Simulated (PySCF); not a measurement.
## Deuteron quadrupole couplings in `C1=C[C@H]2C=C[C@@H]1C2`

C₇H₈.
Numbering: `[CH:1]1=[CH:2][C@H:3]2[CH:4]=[CH:5][C@@H:6]1[CH2:7]2` (hydrogens: H8 on C1; H9 on C2; H10 on C3; H11 on C4; H12 on C5; H13 on C6; H14, H15 on C7)

Cartesian coordinates in Å at the PBE0-D3(BJ)/def2-SVP level; atoms count from 1:
```
atom  x, y, z in Å
C1     1.189   -0.598   -0.716
C2     1.180    0.733   -0.604
C3    -0.017    1.100    0.284
C4    -1.290    0.706   -0.477
C5    -1.281   -0.626   -0.589
C6    -0.002   -1.124    0.097
C7     0.047   -0.102    1.258
H8     1.860   -1.218   -1.311
H9     1.842    1.453   -1.086
H10   -0.006    2.109    0.715
H11   -2.013    1.410   -0.890
H12   -1.995   -1.261   -1.114
H13    0.023   -2.192    0.352
H14    0.983   -0.144    1.834
H15   -0.825   -0.164    1.928
```

Level: PBE0/pcSseg-1 (PySCF, non-relativistic); Q(2H) = 0.00286 b; rigid geometry, the same for H and D, with no vibrational averaging.

Task: Rank these positions by the coupling χzz of a deuteron there, largest first.
A. H13 (methine hydrogen)
B. H15 (methylene hydrogen)
C. H11 (vinylic hydrogen)

Result: C (211 kHz), A (199 kHz), B (194 kHz).

Task: What are Vzz, η and χzz (234.96 MHz × Q × Vzz) at all hydrogens?

Result: 
```tsv
atom	bonded to	bond length (Å)	Vzz (au)	η	χzz (kHz)
H8	C1	1.091	0.3139	0.05	211
H9	C2	1.091	0.3139	0.05	211
H10	C3	1.098	0.2966	0.01	199
H11	C4	1.091	0.3139	0.05	211
H12	C5	1.091	0.3139	0.05	211
H13	C6	1.098	0.2967	0.01	199
H14	C7	1.101	0.2888	0.00	194
H15	C7	1.101	0.2888	0.00	194
```

Task: Give the 2H NMR doublet splittings at H8 for a magnetic field along the z, y and x axes of the gradient: 3χ/2, 3χ(1 + η)/4, 3χ(1 − η)/4.

Result: With |χ| = 210.9 kHz and η = 0.047: 316, 166 and 151 kHz, to first order and without motion.

Isolated species at its PBE0-D3(BJ)/def2-SVP geometry, gas phase. The basis is small and wasn't made for field gradients, so the couplings can be 20 % off.

The run behind these numbers computed NMR shieldings as well. Time: 25 s wall. Hardware: one thread, Arm Neoverse V1, no GPU, on a shared host.
